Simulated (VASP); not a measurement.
# SiO₂: convergence, self-consistent run

SiO₂, Imma (no. 74), 12 atoms in the cell. R2SCAN; PAW potentials Si, O (PBE set). VASP 6.6.1.

Wanted: energy within 0.2 meV/atom; levels at the zone centre within 0.003 eV.

What the run is for: comparing ways to start; Accuracy asked: tight.

Levels at the zone centre: counted from the valence top at that point.

POSCAR:
```
SiO2
1.0
   -2.6233364600      4.7767535050      4.4416747250
    2.6233364600     -4.7767535050      4.4416747250
    2.6233364600      4.7767535050     -4.4416747250
Si O
4 8
Direct
    0.2603409800      0.8449448900      0.4153960900
    0.0704512000      0.1550551100      0.9153960900
    0.7396590200      0.1550551100      0.5846039100
    0.9295488000      0.8449448900      0.0846039100
    0.5000000000      0.0000000000      0.5000000000
    0.0000000000      0.0000000000      0.0000000000
    0.7931754100      0.0000000000      0.2931754100
    0.2068245900      0.5000000000      0.2068245900
    0.2068245900      0.0000000000      0.7068245900
    0.7931754100      0.5000000000      0.7931754100
    0.8693111300      0.1193111300      0.7500000000
    0.1306888700      0.8806888700      0.2500000000
```

## How the run starts (with a second run first, the time holds both)

| How the run starts (with a second run first, the time holds both) | Energy less reference (meV/atom) | Levels at the zone centre, largest deviation (eV) | Time (s) |
|---|---|---|---|
| from scratch: 25 SCF iterations | 0.00 | 0.0000 | 322 |
| PBE orbitals (WAVECAR): 15 + 12 SCF iterations | 0.00 | 0.0000 | 236 |
| PBE density (CHGCAR): 15 + 26 SCF iterations | 0.00 | 0.0001 | 350 |
| loose PBE orbitals: 11 + 12 SCF iterations | 0.00 | 0.0001 | 182 |

## Question

For each series: keep the first row unless others stay within half of the tolerance and take at least 30 % less time, and then take the fastest.

## Answer

- How the run starts (with a second run first, the time holds both): loose PBE orbitals: 11 + 12 SCF iterations

## All choices together

| Input | Energy less reference (meV/atom) | Levels at the zone centre, largest deviation (eV) | Time (s) |
|---|---|---|---|
| chosen settings | 0.00 | 0.0001 | 182 |
| reference settings throughout | 0.00 | 0.0000 | 322 |

The tolerance is met.

Values of the reference run: Levels at the zone centre: -0.4342, 0, 6.18 eV from the valence top at Gamma.

## The input

INCAR.step1:
```
ALGO = Normal ; EDIFF = 0.001
EFERMI = MIDGAP ; ENCUT = 580
GGA = PE ; GGA_COMPAT = F
ISIF = 2 ; ISMEAR = 0
KPAR = 4 ; LASPH = T
LCHARG = T ; LREAL = F
LWAVE = T ; NELM = 120
PREC = Accurate ; SIGMA = 0.03
```

INCAR.step2, as INCAR.step1 but for:
```
- EDIFF = 0.001
- GGA = PE
- LCHARG = T
- LWAVE = T
+ EDIFF = 1E-6
+ ISTART = 1
+ LCHARG = F
+ LMIXTAU = T
+ LWAVE = F
+ METAGGA = R2SCAN
```

KPOINTS:
```
k-points
0
Gamma
  5 5 5
```

Commands (each step's output is kept before the next begins):
```
cat potpaw_PBE.64/Si/POTCAR potpaw_PBE.64/O/POTCAR > POTCAR
cp INCAR.step1 INCAR
mpirun -np 4 vasp_std > vasp.out
cp INCAR.step2 INCAR
mpirun -np 4 vasp_std > vasp.out
```

The chosen input took VASP 6.6.1 182 s on 4 cores (Intel Xeon 6975P-C (Granite Rapids)), a shared host.
